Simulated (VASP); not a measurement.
Ge8H3, 66 atoms in the cell. The cell holds a slab with vacuum, 66 atoms: a = 11.316 Å, b = 11.316 Å, c = 23.742 Å, α = 90.00°, β = 90.00°, γ = 90.00°. The cell was built by a generator and needn't be a form met in nature.

```yaml
Program: VASP 6.6.1
Task: single point
Functional: RPBE
Potentials_or_basis: VASP PAW PBE potentials, release 64 (Ge_d, H)
Cutoff: 400 eV
k_mesh: 1 × 1 × 1
Occupations: gaussian, width 0.05 eV
Spin: no spin polarisation
Further_INCAR_settings: LREAL = Auto; ALGO = Fast; EDIFF = 1e-06; ISYM = 0
```

Potentials or basis: VASP PAW PBE potentials, release 64 (Ge_d, H).

Launch:

```sh
$ cat potpaw_PBE.64/Ge_d/POTCAR potpaw_PBE.64/H/POTCAR > POTCAR
$ mpirun -np 8 vasp_gam > vasp.out
```

Hardware: 8 MPI ranks on Intel(R) Xeon(R) 6975P-C (Granite Rapids), with other jobs on the host.

Task: How long does it take, and how much memory?

Result: It took 3.4 min on 8 MPI ranks on Intel(R) Xeon(R) 6975P-C (Granite Rapids) (shared host), peak memory 0.43 GiB a rank. Counts: scf iterations 25, k points 1.
